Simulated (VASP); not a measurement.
**SnTe in VASP: a PBE single point**

Aim: gap, levels, forces and stress of SnTe (rocksalt), under +3.3 % biaxial strain in x and y, free along z at fixed geometry. Runs: PBE. The results are then set beside those of Ansatz 0.2.0 for the same cell.

Code: VASP 6.6.1. PAW datasets, plane waves. (Simulation; spin polarisation is off.)

## 1. Starting point

The cell comes from an earlier relaxation with r2SCAN in another program, then strained, with the atoms relaxed again.

Space group I4/mmm (No. 139), tetragonal; a = 4.658 Å, c = 6.362 Å in the conventional setting, 34.52 Å³ an atom. Sn has 6 Te at 3.18–3.29 Å; Te has 6 Sn at 3.18–3.29 Å.

Coordinates:

```cif
data_structure
_symmetry_space_group_name_H-M 'I4/mmm'
_symmetry_Int_Tables_number 139
_cell_length_a 4.6583
_cell_length_b 4.6583
_cell_length_c 6.3623
_cell_angle_alpha 90.000
_cell_angle_beta 90.000
_cell_angle_gamma 90.000
_cell_volume 138.06
loop_
_atom_site_label
_atom_site_type_symbol
_atom_site_symmetry_multiplicity
_atom_site_Wyckoff_symbol
_atom_site_fract_x
_atom_site_fract_y
_atom_site_fract_z
_atom_site_occupancy
Sn1 Sn 2 a 0.00000 0.00000 0.00000 1
Te1 Te 2 b 0.00000 0.00000 0.50000 1
```

## 2. PBE at this geometry

Input file INCAR:

```
ENCUT = 520.000000
SIGMA = 0.020000
EDIFF = 1.00e-07
GGA = PE
PREC = Accurate
IBRION = -1
ISIF = 2
ISMEAR = -1
NBANDS = 17
NELM = 120
NSW = 0
LASPH = .TRUE.
LCHARG = .FALSE.
LWAVE = .FALSE.
LREAL = .FALSE.
```

Input file KPOINTS:

```
KPOINTS created by Atomic Simulation Environment
0
Gamma
8 8 8
0 0 0
```

Input file KPOINTS_OPT:

```
special points
6
Reciprocal
0.0000000000 0.0000000000 0.0000000000 1
0.5000000000 0.0000000000 0.5000000000 1
0.6250000000 0.2500000000 0.6250000000 1
0.3750000000 0.3750000000 0.7500000000 1
0.5000000000 0.5000000000 0.5000000000 1
0.5000000000 0.2500000000 0.7500000000 1
```

Input file POSCAR:

```
Sn Te
 1.0000000000000000
     0.0000000000000000    3.2939400582000000    3.1811413231999999
     3.2939400582000000    0.0000000000000000    3.1811413231999999
     3.2939400582000000    3.2939400582000000    0.0000000000000000
 Sn  Te
   1   1
Cartesian
  0.0000000000000000  0.0000000000000000  0.0000000000000000
  3.2939400582000000  3.2939400582000000  3.1811413231999999
```

Potentials: the recommended PBE PAW datasets, 20 valence electrons in the neutral cell.

Command:

```bash
> mpirun -np 1 vasp_std
```

Standard output, without the iteration lines:

```text
POSCAR found type information on POSCAR SnTe
 POSCAR found :  2 types and       2 ions
 LDA part: xc-table for (Slater+PW92), standard interpolation
 POSCAR, INCAR and KPOINTS ok, starting setup
 FFT: planning ... GRIDC
 FFT: planning ... GRID_SOFT
 FFT: planning ... GRID
 WAVECAR not read
 entering main loop
 Start KPOINTS_OPT (optional k-point list driver)
k-point batch [1-6\6]
```

OSZICAR:

```text
N       E                     dE             d eps       ncg     rms          rms(c)
DAV:   1     0.125847277778E+03    0.12585E+03   -0.94712E+03  2023   0.132E+03
DAV:   2     0.428244400873E+01   -0.12156E+03   -0.11836E+03  2166   0.331E+02
DAV:   3    -0.726372258728E+01   -0.11546E+02   -0.11474E+02  2459   0.903E+01
DAV:   4    -0.760398176951E+01   -0.34026E+00   -0.34002E+00  2397   0.161E+01
DAV:   5    -0.761757376173E+01   -0.13592E-01   -0.13591E-01  2936   0.315E+00    0.364E+00
DAV:   6    -0.752844382923E+01    0.89130E-01   -0.21562E-01  2592   0.276E+00    0.226E+00
DAV:   7    -0.752892553009E+01   -0.48170E-03   -0.65045E-02  2343   0.113E+00    0.904E-01
DAV:   8    -0.753026373002E+01   -0.13382E-02   -0.81707E-03  2409   0.726E-01    0.151E-01
DAV:   9    -0.753024718487E+01    0.16545E-04   -0.11977E-03  2693   0.285E-01    0.531E-02
DAV:  10    -0.753027202697E+01   -0.24842E-04   -0.15996E-04  2495   0.904E-02    0.253E-02
DAV:  11    -0.753028124062E+01   -0.92136E-05   -0.43301E-05  2495   0.432E-02    0.210E-02
DAV:  12    -0.753028128971E+01   -0.49098E-07   -0.23977E-06  2450   0.100E-02    0.127E-02
DAV:  13    -0.753028064563E+01    0.64408E-06   -0.38205E-07  2401   0.412E-03    0.524E-03
DAV:  14    -0.753028054611E+01    0.99521E-07   -0.46066E-07  2319   0.545E-03
   1 F= -.75302805E+01 E0= -.75302267E+01  d E =-.107671E-03
       N       E                     dE             ncg
DAV:   1     0.171612322523E+04   -0.33038E+04      204
DAV:   2     0.956889998790E+03   -0.75923E+03      212
DAV:   3     0.880663356445E+03   -0.76227E+02      257
DAV:   4     0.878533878808E+03   -0.21295E+01      248
DAV:   5     0.878449256771E+03   -0.84622E-01      310
DAV:   6     0.878447219873E+03   -0.20369E-02      279
DAV:   7     0.878447197203E+03   -0.22670E-04      302
DAV:   8     0.878447196909E+03   -0.29450E-06      269
DAV:   9     0.878447196906E+03   -0.24073E-08      207
```

The lines after F= are the extra pass for the points of KPOINTS_OPT, at fixed density; their E is not a total energy.

Parts of OUTCAR:

```text
k-points           NKPTS =     59   k-points in BZ     NKDIM =     59   number of bands    NBANDS=     17

   NELECT =      20.0000    total number of electrons

   dimension x,y,z NGX =    36 NGY =   36 NGZ =   36
   dimension x,y,z NGXF=    72 NGYF=   72 NGZF=   72

  energy-cutoff  :      520.00
  volume of cell :       69.03
      direct lattice vectors                 reciprocal lattice vectors
     0.000000000  3.293940058  3.181141323    -0.151793898  0.151793898  0.157176293
     3.293940058  0.000000000  3.181141323     0.151793898 -0.151793898  0.157176293
     3.293940058  3.293940058  0.000000000     0.151793898  0.151793898 -0.157176293

 k-points in reciprocal lattice and weights: KPOINTS created by Atomic Simulation Env
   0.00000000  0.00000000  0.00000000       0.002
   0.12500000 -0.00000000  0.00000000       0.016
   0.25000000 -0.00000000  0.00000000       0.016
   0.37500000 -0.00000000  0.00000000       0.016
   0.50000000 -0.00000000  0.00000000       0.008
   0.12500000  0.12500000  0.00000000       0.004
   0.25000000  0.12500000  0.00000000       0.016
   0.37500000  0.12500000  0.00000000       0.016
[... 51 more k-points ...]

 E-fermi :   5.7659

 k-point     1 :       0.0000    0.0000    0.0000
  band No.  band energies     occupation
      1     -16.1147      2.00000
      2     -16.1141      2.00000
      3     -16.1003      2.00000
      4     -16.1003      2.00000
      5     -16.0977      2.00000
      6      -6.3393      2.00000
      7       0.7503      2.00000
      8       3.6568      2.00000
      9       4.0175      2.00000
     10       4.0175      2.00000
     11       8.6612      0.00000
     12       8.6612      0.00000
     13       9.4502      0.00000
     14      10.6321      0.00000
     15      10.6321      0.00000
     16      10.8665      0.00000
     17      12.3678      0.00000

 k-point     2 :       0.1250   -0.0000    0.0000
  band No.  band energies     occupation
      1     -16.1148      2.00000
      2     -16.1138      2.00000
      3     -16.0999      2.00000
      4     -16.0997      2.00000
      5     -16.0980      2.00000
      6      -6.2271      2.00000
      7       0.2543      2.00000
      8       3.7888      2.00000
      9       4.0220      2.00000
     10       4.2545      2.00000
     11       8.1018      0.00000
     12       8.1277      0.00000
     13       8.8065      0.00000
     14      10.6436      0.00000
     15      10.9439      0.00000
     16      11.0730      0.00000
     17      13.1818      0.00000

 k-point     3 :       0.2500   -0.0000    0.0000
  band No.  band energies     occupation
      1     -16.1154      2.00000
      2     -16.1131      2.00000
      3     -16.0999      2.00000
      4     -16.0982      2.00000
      5     -16.0981      2.00000
      6      -5.9153      2.00000
      7      -0.7426      2.00000
      8       3.9498      2.00000
      9       4.0539      2.00000
     10       4.7718      2.00000
     11       7.1457      0.00000
     12       7.2175      0.00000
     13       7.7195      0.00000
     14      11.0149      0.00000
     15      11.8099      0.00000
     16      11.8459      0.00000
     17      14.9495      0.00000

 k-point     4 :       0.3750   -0.0000    0.0000
  band No.  band energies     occupation
      1     -16.1161      2.00000
      2     -16.1126      2.00000
      3     -16.1008      2.00000
      4     -16.0971      2.00000
      5     -16.0966      2.00000
      6      -5.5107      2.00000
      7      -1.6707      2.00000
      8       4.1269      2.00000
      9       4.1337      2.00000
     10       5.2579      2.00000
     11       6.3499      0.00000
     12       6.5015      0.00000
     13       6.7971      0.00000
     14      12.0784      0.00000
     15      13.0846      0.00000
     16      13.1464      0.00000
     17      15.5104      0.00000

[... the tables of k-points 5 to 59 left out ...]

  Total       -1.1655653     -1.1655653      0.2821367      0.0000000     -0.0000000      0.0000000
  in kB      -27.0522162    -27.0522162      6.5482594      0.0000000     -0.0000000      0.0000000
  external PRESSURE =     -15.8520577 kB  Pullay stress =       0.0000000 kB

 POSITION                                       TOTAL-FORCE (eV/Angst)
 -----------------------------------------------------------------------------------
      0.00000      0.00000      0.00000         0.000000     -0.000000     -0.000000
      3.29394      3.29394      3.18114         0.000000      0.000000      0.000000
 -----------------------------------------------------------------------------------
    total drift:                               -0.000000      0.000000      0.000000

  FREE ENERGIE OF THE ION-ELECTRON SYSTEM (eV)
  ---------------------------------------------------
  free  energy   TOTEN  =        -7.5302805461 eV

  energy  without entropy=       -7.5301728747  energy(sigma->0) =       -7.53022671
```

Hardware: 1 MPI rank of Intel Xeon Platinum 8488C, shared host.

The levels at the points of KPOINTS_OPT are read from vasprun.xml.

Band energies at the special points (eV, zero at the top of v, the last band that the electrons fill by count):

```
point    v−1      v     c   c+1
    Γ  -1.69  -1.69  2.96  2.96
    X  -3.37  -2.99  2.66  4.17
    U  -2.73  -2.32  2.66  3.23
    K  -2.82  -2.51  2.89  2.93
    L  -1.47   0.00  0.13  0.52
    W  -4.16  -0.82  0.89  4.48
```

PBE gives a direct gap of 0.13 eV at L. Pressure: -1.59 GPa; the forces vanish within 0.01 eV/Å.

## 3. Results

| level | gap (eV) | pressure (GPa) | Ansatz: gap (eV) | Ansatz: pressure (GPa) |
| --- | --- | --- | --- | --- |
| PBE | 0.13 | -1.59 | 0.13 | -1.56 |

What this shows: Spin-orbit coupling is left out, though the cell holds Te (Z = 52); in an element this heavy it can shift bands and gaps by tenths of an eV. The two programs agree on the gap within 0.01 eV. Each program uses its own PAW datasets and cutoff. VASP's cell holds 20 valence electrons and Ansatz's 30.
